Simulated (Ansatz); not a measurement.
# BeS: what changed settings do

The reference input for Ansatz (plane-wave DFT with PAW):

```yaml
crystal:
  lattice:
    - [0.0, 2.4351516489, 2.4351516489]
    - [2.4351516489, 0.0, 2.4351516489]
    - [2.4351516489, 2.4351516489, 0.0]
  atoms:
    - { symbol: Be, position: [0.0, 0.0, 0.0] }
    - { symbol: S, position: [0.75, 0.75, 0.75] }
basis:
  ecutwfc: 420
kpoints:
  mp_grid: { grid: [8, 8, 8] }
hamiltonian:
  xc: pbe
scf:
  occupations: { method: gaussian, width: 0.1 }
output:
  forces: true
  stress: true
  eigenvalues: true
```

Command:

```bash
ansatz run input.yaml --threads 1 --pin off --max-ram 1331MiB --backend cpu --events-out ev --progress --plain --runs-dir out
```

The run converges in 6 SCF iterations on 29 irreducible k-points: pressure 0.34 GPa, gap on the sampled k-points 3.14 eV.

These settings were drawn at random to show what each does; none of the numbers is a converged property of the crystal. Each trial's input is given as a difference from the reference's; energies are extrapolated to zero smearing where there is one, and pressure is positive in compression.

Trial 1:

```diff
 basis:
-  ecutwfc: 420
+  ecutrho_ratio: 12
 kpoints:
-  mp_grid: { grid: [8, 8, 8] }
+  mp_grid: { grid: [2, 2, 2] }
 scf:
-  occupations: { method: gaussian, width: 0.1 }
+  occupations: { method: fixed }
+  max_iter: 60
```

What happens?

The run converges in 6 SCF iterations on 3 irreducible k-points: energy 748 meV per atom above the reference, pressure 11.13 GPa, gap on the sampled k-points 2.96 eV.

Trial 2:

```diff
 kpoints:
-  mp_grid: { grid: [8, 8, 8] }
+  mp_grid: { grid: [2, 2, 2] }
 scf:
-  occupations: { method: gaussian, width: 0.1 }
+  occupations: { method: fixed }
+  max_iter: 80
+  convergence: { dr2_threshold: "1e-7 eV" }
+accuracy: high
```

How does this run end?

The run converges in 6 SCF iterations on 3 irreducible k-points: energy 748 meV per atom above the reference, pressure 11.13 GPa, gap on the sampled k-points 2.96 eV. It warns that the SCF threshold is loose for the stress.

Trial 3 (volume scaled):

```diff
 crystal:
   lattice:
-    - [0.0, 2.4351516489, 2.4351516489]
-    - [2.4351516489, 0.0, 2.4351516489]
-    - [2.4351516489, 2.4351516489, 0.0]
+    - [0.0, 2.3580587884, 2.3580587884]
+    - [2.3580587884, 0.0, 2.3580587884]
+    - [2.3580587884, 2.3580587884, 0.0]
+  symmetry: { detect: false }
 basis:
-  ecutwfc: 420
+  ecutwfc: "10 Ha"
 kpoints:
-  mp_grid: { grid: [8, 8, 8] }
+  mp_grid: { grid: [4, 4, 4] }
 hamiltonian:
-  xc: pbe
+  xc: pbesol
 scf:
-  occupations: { method: gaussian, width: 0.1 }
+  occupations: { method: methfessel_paxton, width: "0.01 Ry" }
+  n_extra_bands: 3
+relax:
+  adjacent_minimum: "off"
+  f_tol: 0.004
+  max_steps: 30
```

What does the program give?

The relaxation ends after 4 steps and 15 SCF iterations, 1.03 meV per atom in free energy under its start, at 13.11 Å³/atom: pressure 9.45 GPa, largest force 0.002 eV/Å, gap on the sampled k-points 2.72 eV. It warns that the cutoff lies under the recommended one, 420 eV for these potentials; that the SCF threshold is loose for the stress.

Trial 4:

```diff
 basis:
-  ecutwfc: 420
+  ecutwfc: "15 Ha"
 kpoints:
-  mp_grid: { grid: [8, 8, 8] }
+  mp_grid: { kspacing: 0.43 }
 hamiltonian:
-  xc: pbe
+  xc: pw92
+  hubbard: { sites: [{ species: S, l: p, u_eff: 5.0 }] }
 scf:
+  max_iter: 80
+  convergence: { dr2_threshold: "1e-5 eV" }
 output:
-  eigenvalues: true
+  eigenvalues: false
```

How does this run end?

The run converges in 5 SCF iterations on 16 irreducible k-points: pressure -6.20 GPa. It warns that the cutoff lies under the recommended one, 420 eV for these potentials; that the SCF threshold is loose for the forces; that the SCF threshold is loose for the stress. Under a U the state reached may not be the lowest.